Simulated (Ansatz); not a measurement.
Wanted: the native input for an Ansatz 0.2.0 run.

```yaml
Task: band structure
Functional: LDA
Potentials_or_basis: all-electron LAPW, scalar-relativistic
Cutoff: 265 eV (chosen from the basis error)
Basis_error_allowed: 0.002 eV/atom
k_mesh: 10 × 10 × 10
Occupations: fermi-dirac, width 0.05 eV
Spin: no spin polarisation
```

WS2:

```
W S
1.0
     1.57900    0.91164    6.16333
    -1.57900    0.91164    6.16333
     0.00000   -1.82327    6.16333
W S
1 2
Direct
  0.00000 0.00000 0.00000
  0.58100 0.58100 0.58100
  0.75030 0.75030 0.75030
```

Measurements of this composition are mostly on another form, of space group No. 194.

The input as run:

input.yaml

```yaml
crystal:
  lattice:
    - [1.579, 0.9116360751, 6.1633333333]
    - [-1.579, 0.9116360751, 6.1633333333]
    - [0.0, -1.8232721501, 6.1633333333]
  atoms:
    - { symbol: W, position: [0.0, 0.0, 0.0] }
    - { symbol: S, position: [0.581, 0.581, 0.581] }
    - { symbol: S, position: [0.7503, 0.7503, 0.7503] }
kpoints:
  mp_grid: { grid: [10, 10, 10] }
  band_path:
    path:
      - [0.0, 0.0, 0.0]
      - [0.5, 0.0, 0.0]
      - [0.5, 0.1812521368, -0.1812521368]
    npoints: 6
scf:
  occupations: { method: fermi_dirac, width: 0.05 }
hamiltonian:
  xc: lda
  pseudopotentials: { kind: all_electron, lapw: { basis_error: 0.002 } }
output:
  forces: true
  stress: true
  eigenvalues: true
```

Potentials or basis: all-electron LAPW, scalar-relativistic.

Command:

```console
$ ansatz run input.yaml --threads 2 --pin off --max-ram 6144MiB --backend cpu --events-out ev --progress --plain --runs-dir out
```

Results of the run:

| Item | Value |
| --- | --- |
| Pressure | -3.6 GPa |
| Largest force | 0.585 eV/Å |
| Band gap on the k mesh | 0.99 eV, indirect (least direct gap 2.22 eV) |
| Band gap along the path | 1.94 eV, direct |

Caveat: spin-orbit coupling is left out, which moves the levels of the heavy elements.

Wall time 65 s on 2 threads of Arm Neoverse V1, on a shared host, peak memory 0.57 GiB.
